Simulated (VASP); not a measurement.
## HgSe: relaxation of cell and atoms with PBE

HgSe:

```
Hg Se
1.0
     0.00000    3.03900    3.03900
     3.03900    0.00000    3.03900
     3.03900    3.03900    0.00000
Hg Se
1 1
Cartesian
  0.0000 0.0000 0.0000
  1.5195 1.5195 1.5195
```

```yaml
Program: VASP 6.6.1
Task: relaxation of cell and atoms
Functional: PBE
Potentials_or_basis: VASP PAW PBE potentials, release 64 (Hg, Se)
Cutoff: 600 eV
k_mesh: 12 × 12 × 12
Occupations: gaussian, width 0.1 eV
Spin: no spin polarisation
Dipole_correction: no
Further_INCAR_settings: ALGO = Normal; EDIFF = 1e-06; IBRION = 2; EDIFFG = -0.005; NSW = 100; ISIF = 3
```

```yaml
Relaxed_volume: 30.79 Å³/atom
Relaxed_cell: a = 4.433 Å, b = 4.433 Å, c = 4.433 Å, α = 60.00°, β = 60.00°, γ = 60.00°
Space_group_after_relaxing_to_0.05_Å: F-43m (No. 216)
Energy_gained_by_relaxing: 39.2 meV/atom
Ionic_steps: 3
Pressure_after_relaxing: 0.0 GPa
Band_gap_on_the_k_mesh: none (metal or under the smearing width)
```

The path:
```csv
step,energy change (eV),largest force (eV/Å),pressure (GPa),volume (Å³)
1,0.0000,0.0000,5.05,56.13
2,-0.0702,0.0000,-1.26,63.64
3,-0.0785,0.0000,0.02,61.58
```

Final structure:
```
CELL_PARAMETERS angstrom
0.00000 3.13435 3.13435
3.13435 0.00000 3.13435
3.13435 3.13435 0.00000
ATOMIC_POSITIONS crystal
Hg 0.00000 0.00000 0.00000
Se 0.25000 0.25000 0.25000
```

Levels at points of the mesh, in eV from the Fermi level:
```
           k point  band 7  band 8  band 9  band 10  band 11  band 12
(0.00, 0.00, 0.00)   -1.12   -0.08   -0.08    -0.08     5.52     5.52
(0.50, 0.00, 0.00)   -4.98   -0.89   -0.89     1.02     6.21     6.21
(0.50, 0.50, 0.00)   -4.74   -2.01   -2.01     2.61     3.13     8.20
```

It took 120 s on 1 thread of Intel(R) Xeon(R) Platinum 8259CL CPU @ 2.50GHz (Skylake/Cascade Lake) (shared host), peak memory 0.26 GiB.

Spin-orbit coupling is left out, which matters for the levels of Hg. Zero-point motion and thermal expansion aren't in these numbers.
